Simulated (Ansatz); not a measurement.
Runs of Ansatz 0.2.0 on Al. The structure is cubic, space group Im-3m (No. 229). Conventional cell: a = 3.182 Å, b = 3.182 Å, c = 3.182 Å, α = 90.00°, β = 90.00°, γ = 90.00°. Around Al (site symmetry m-3m) lie 8 Al at 2.76 Å. This isn't the form of Al at room conditions, which is fcc.

| task | level | cell | smearing | points for each segment of the path | gap on the mesh (eV) | pressure (GPa) | relaxed volume (Å³/atom) |
| --- | --- | --- | --- | --- | --- | --- | --- |
| band structure | PBEsol | as given | fermi-dirac 0.05 eV | 14 | none | 2.2 | - |
| relaxation of cell and atoms | PBE | relaxed | fermi-dirac 0.05 eV | - | none | 0.0 | (a) |
| band structure | RPBE | as given | fermi-dirac 0.05 eV | 14 | none | 5.3 | - |
| band structure | LDA | as given | fermi-dirac 0.05 eV | 14 | none | 0.5 | - |
| relaxation of cell and atoms | RPBE | relaxed | fermi-dirac 0.05 eV | - | none | 0.0 | 17.25 |
| relaxation of cell and atoms | LDA | relaxed | fermi-dirac 0.05 eV | - | none | 0.0 | (b) |
| band structure | revPBE | as given | fermi-dirac 0.05 eV | 14 | none | 5.0 | - |
| band structure | PBE | as given | fermi-dirac 0.05 eV | 14 | none | 3.8 | - |
| single point | PBE | as given | gaussian 0.011 eV | - | none | 3.9 | - |
| relaxation of cell and atoms | PBEsol | relaxed | fermi-dirac 0.05 eV | - | none | 0.0 | 16.59 |

Alike in all rows: potentials or basis Ansatz PAW; no spin polarisation; k mesh 12 × 12 × 12; cutoff (eV) 420.

Problem. Fill in the values left out.

Solution. (a) 16.93; (b) 16.21.

Caveats: the PAW data sets come from PBE, with cores solved anew for the run's functional, which leaves a small shift of forces and pressure (some runs); the plane-wave basis is chosen anew once the cell has moved, so the energies of steps on either side of that aren't comparable (some runs).

A gap of «none» marks a metal or a gap under the smearing width.
